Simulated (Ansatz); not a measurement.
Crystal: MoS2.

```
CELL_PARAMETERS angstrom
3.16900 0.00000 0.00000
-1.58450 2.74443 0.00000
0.00000 0.00000 12.32400
ATOMIC_POSITIONS crystal
Mo 0.66667 0.33333 0.75000
Mo 0.33333 0.66667 0.25000
S 0.66667 0.33333 0.37700
S 0.33333 0.66667 0.87700
S 0.66667 0.33333 0.12300
S 0.33333 0.66667 0.62300
```

* Program: Ansatz 0.2.0
* Task: relaxation of cell and atoms
* Functional: LDA
* Potentials or basis: Ansatz PAW
* Cutoff: 420 eV (not typed: the program's choice for these potentials)
* k mesh: 10 × 10 × 3
* Occupations: fermi-dirac, width 0.05 eV
* Spin: no spin polarisation

At the start: volume 17.86 Å³/atom.

**Question.** How do energy, volume and symmetry change on relaxing?

**Answer.** It ends after 6 steps and the volume is 16.99 Å³/atom (-4.9 %); space group P6_3/mmc (No. 194, to 0.05 Å).

The path:
```csv
step,energy change (eV),largest force (eV/Å),volume (Å³)
1,0.0000,0.4811,107.18
2,-0.0100,0.1456,97.93
3,-0.0750,0.0454,102.82
4,-0.0762,0.0236,102.02
5,-0.0763,0.0018,101.95
6,-0.0759,0.0018,101.95
```

Final structure:
```yaml
crystal:
  lattice:
    - [3.12216, 0.00000, 0.00000]
    - [-1.56108, 2.70387, 0.00000]
    - [0.00000, 0.00000, 12.07660]
  atoms:
    - { symbol: Mo, position: [0.66667, 0.33333, 0.75000] }
    - { symbol: Mo, position: [0.33333, 0.66667, 0.25000] }
    - { symbol: S, position: [0.66667, 0.33333, 0.37870] }
    - { symbol: S, position: [0.33333, 0.66667, 0.87870] }
    - { symbol: S, position: [0.66667, 0.33333, 0.12130] }
    - { symbol: S, position: [0.33333, 0.66667, 0.62130] }
```

Caveat: the plane-wave basis is chosen anew once the cell has moved, so the energies of steps on either side of that aren't comparable; the PAW data sets come from PBE, with cores solved anew for the run's functional, which leaves a small shift of forces and pressure.
